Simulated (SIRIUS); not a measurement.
# C under changes of volume

One of the cells (5.785 Å³/atom); the others are scaled copies at fixed shape and fractional positions:

```
C
1.0
     0.00000    1.79518    1.79518
     1.79518    0.00000    1.79518
     1.79518    1.79518    0.00000
C
2
Cartesian
  2.6928 2.6928 2.6928
  1.7952 1.7952 1.7952
```

This isn't the form of C at room conditions, which is graphite.

* Program: SIRIUS 7.12.0
* Functional: PBE
* Potentials or basis: PseudoDojo 0.4.1 PBE standard (scalar relativistic)
* Cutoff: 1127 eV
* Density cutoff: 4507 eV
* k mesh: 13 × 13 × 13
* Occupations: fermi-dirac, width 0.05 eV
* Spin: no spin polarisation

| volume (Å³/atom) | energy over the lowest point (meV/atom) | pressure (GPa) | gap on the mesh (eV) |
| --- | --- | --- | --- |
| 5.332 | ? | ? | ? |
| 5.445 | 14.61 | 21.2 | 4.29 |
| 5.558 | 3.10 | 11.1 | 4.25 |
| 5.785 | 0.00 | -6.5 | 4.15 |
| 5.899 | 7.25 | -14.2 | 4.11 |
| 6.012 | 19.66 | -21.1 | 4.07 |

What does the run at 5.332 Å³/atom give?

Energy over the lowest point 33.66 meV/atom; pressure 32.4 GPa; gap on the mesh 4.34 eV.

Worked out: A Birch-Murnaghan fit of order 3 (a polynomial in V^(-2/3)) to the other rows has its minimum at 5.70 Å³/atom with B0 = V·E''(V) = 433 GPa and B' = 3.7. It gives 33.60 meV/atom at 5.332 Å³/atom, against the run's 33.66, and -dE/dV = 32.6 GPa, against 32.4. A straight line through the other rows of the gap, of slope -2.26 eV per unit of ln V, extrapolates to 4.34 eV, against the run's 4.34.

Energies are extrapolated to zero smearing.

Caveats: an odd mesh through Γ misses points on the zone boundary, where band edges often lie.
